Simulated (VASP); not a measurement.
A VASP 6.6.1 single-point calculation on Mg₂Sn

INCAR

```
NELM = 88
LREAL = .FALSE.
ENCUT = 520
GGA = PE
PREC = Accurate
ISYM = 0
ISIF = 2
LASPH = .TRUE.
NBANDS = 16
ISMEAR = -1
IBRION = -1
LWAVE = .FALSE.
EDIFF = 1E-7
SIGMA = 0.02
LCHARG = .FALSE.
NSW = 0
```

KPOINTS

```
KPOINTS created by Atomic Simulation Environment
0
Gamma
4 4 4
0 0 0
```

POSCAR

```
Sn Mg
 1.0000000000000000
     0.0328718622000000    3.3790077914999999    3.3790077914999999
     3.3790077914999999    0.0328718622000000    3.3790077914999999
     3.3790077914999999    3.3790077914999999    0.0328718622000000
 Sn  Mg
   1   2
Cartesian
  0.0000000000000000 -0.0000000000000000  0.0000000000000000
  1.6926631767104994  1.6926631767104994  1.6926631767104996
  5.0982242684895001  5.0982242684895001  5.0982242684895009
```

The recommended PBE PAW datasets give the neutral cell 18 valence electrons.

Command

```
mpirun -np 1 vasp_std
```

OSZICAR

```
N       E                     dE             d eps       ncg     rms          rms(c)
DAV:   1     0.949299061702E+02    0.94930E+02   -0.84599E+03  1152   0.118E+03
DAV:   2     0.163973220990E+00   -0.94766E+02   -0.92049E+02  1272   0.300E+02
DAV:   3    -0.735388802064E+01   -0.75179E+01   -0.74969E+01  1520   0.738E+01
DAV:   4    -0.754906214639E+01   -0.19517E+00   -0.19514E+00  1400   0.129E+01
DAV:   5    -0.755750142983E+01   -0.84393E-02   -0.84391E-02  1632   0.245E+00    0.340E+00
DAV:   6    -0.729266296281E+01    0.26484E+00   -0.23395E-01  1472   0.202E+00    0.187E+00
DAV:   7    -0.723423233382E+01    0.58431E-01   -0.19056E-01  1408   0.267E+00    0.516E-01
DAV:   8    -0.723576110908E+01   -0.15288E-02   -0.21812E-02  1440   0.161E+00    0.229E-01
DAV:   9    -0.723601016119E+01   -0.24905E-03   -0.28210E-03  1400   0.470E-01    0.708E-02
DAV:  10    -0.723597750961E+01    0.32652E-04   -0.28650E-04  1256   0.113E-01    0.230E-02
DAV:  11    -0.723598887893E+01   -0.11369E-04   -0.90136E-05  1280   0.706E-02    0.996E-03
DAV:  12    -0.723599624181E+01   -0.73629E-05   -0.16924E-05  1296   0.205E-02    0.106E-02
DAV:  13    -0.723599459384E+01    0.16480E-05   -0.49956E-06  1472   0.169E-02    0.406E-03
DAV:  14    -0.723599476650E+01   -0.17266E-06   -0.58009E-07  1424   0.481E-03    0.333E-04
DAV:  15    -0.723599478449E+01   -0.17987E-07   -0.11986E-08   760   0.667E-04
   1 F= -.72359948E+01 E0= -.72356672E+01  d E =-.655136E-03
```

From OUTCAR

```
k-points           NKPTS =     36   k-points in BZ     NKDIM =     36   number of bands    NBANDS=     16

   NELECT =      18.0000    total number of electrons

   dimension x,y,z NGX =    36 NGY =   36 NGZ =   36
   dimension x,y,z NGXF=    72 NGYF=   72 NGZF=   72

  energy-cutoff  :      520.00
  volume of cell :       76.04
      direct lattice vectors                 reciprocal lattice vectors
     0.032871862  3.379007791  3.379007791    -0.150149397  0.148702778  0.148702778
     3.379007791  0.032871862  3.379007791     0.148702778 -0.150149397  0.148702778
     3.379007791  3.379007791  0.032871862     0.148702778  0.148702778 -0.150149397

 k-points in reciprocal lattice and weights: KPOINTS created by Atomic Simulation Env
   0.00000000  0.00000000  0.00000000       0.016
   0.25000000  0.00000000  0.00000000       0.031
   0.00000000  0.25000000  0.00000000       0.031
   0.00000000  0.00000000  0.25000000       0.031
   0.50000000  0.00000000  0.00000000       0.016
   0.00000000  0.50000000  0.00000000       0.016
   0.00000000  0.00000000  0.50000000       0.016
   0.25000000  0.25000000 -0.00000000       0.031
   ...

 E-fermi :   4.3162

 k-point     1 :       0.0000    0.0000    0.0000
  band No.  band energies     occupation
      1     -16.5560      2.00000
      2     -16.5560      2.00000
      3     -16.5554      2.00000
      4     -16.5162      2.00000
      5     -16.5162      2.00000
      6      -4.7717      2.00000
      7       4.3511      0.29712
      8       4.4428      0.00356
      9       4.4428      0.00356
     10       5.8990      0.00000
     11       6.4964      0.00000
     12       6.6243      0.00000
     13       6.6243      0.00000
     14       8.5436      0.00000
     15       9.8791      0.00000
     16       9.8791      0.00000

 k-point     2 :       0.2500    0.0000    0.0000
  band No.  band energies     occupation
      1     -16.5557      2.00000
      2     -16.5542      2.00000
      3     -16.5536      2.00000
      4     -16.5160      2.00000
      5     -16.5157      2.00000
      6      -4.2725      2.00000
      7       1.4726      2.00000
      8       3.8420      2.00000
      9       3.9026      2.00000
     10       5.4991      0.00000
     11       7.0122      0.00000
     12       7.0756      0.00000
     13       8.8174      0.00000
     14       9.0222      0.00000
     15       9.0270      0.00000
     16       9.0990      0.00000

 k-point     3 :       0.0000    0.2500    0.0000
  band No.  band energies     occupation
      1     -16.5557      2.00000
      2     -16.5542      2.00000
      3     -16.5536      2.00000
      4     -16.5160      2.00000
      5     -16.5157      2.00000
      6      -4.2725      2.00000
      7       1.4726      2.00000
      8       3.8420      2.00000
      9       3.9026      2.00000
     10       5.4991      0.00000
     11       7.0122      0.00000
     12       7.0756      0.00000
     13       8.8174      0.00000
     14       9.0222      0.00000
     15       9.0270      0.00000
     16       9.0990      0.00000

 ...

  Total        0.8269630      0.8269619      0.8269616     -0.0882166     -0.0882167     -0.0882153
  in kB       17.4254077     17.4253857     17.4253800     -1.8588612     -1.8588647     -1.8588355
  external PRESSURE =      17.4253911 kB  Pullay stress =       0.0000000 kB

 POSITION                                       TOTAL-FORCE (eV/Angst)
 -----------------------------------------------------------------------------------
      0.00000      0.00000      0.00000        -0.000000      0.000000     -0.000000
      1.69266      1.69266      1.69266        -0.012558     -0.012558     -0.012558
      5.09822      5.09822      5.09822         0.012558      0.012558      0.012558
 -----------------------------------------------------------------------------------
    total drift:                               -0.000000      0.000000     -0.000001

  FREE ENERGIE OF THE ION-ELECTRON SYSTEM (eV)
  ---------------------------------------------------
  free  energy   TOTEN  =        -7.2359947845 eV

  energy  without entropy=       -7.2353396487  energy(sigma->0) =       -7.23566722
```

It converged. Results: gap between bands v and c on the k mesh -0.19 eV (bands overlap: a metal); least direct gap on the k mesh 1.46 eV; pressure 1.7 GPa; largest force 0.02 eV/Å. Band v is the last that the valence electrons fill when counted band by band, and c is the next.

These settings aren't sound, so the numbers aren't properties of the crystal.

On sound settings PBE gives a gap of -0.18 eV on its mesh and a pressure of 1.6 GPa for the intended cell.

The run took about 33 s on one core of a shared host (Intel Xeon Platinum 8488C) and held 0.22 GiB at most.
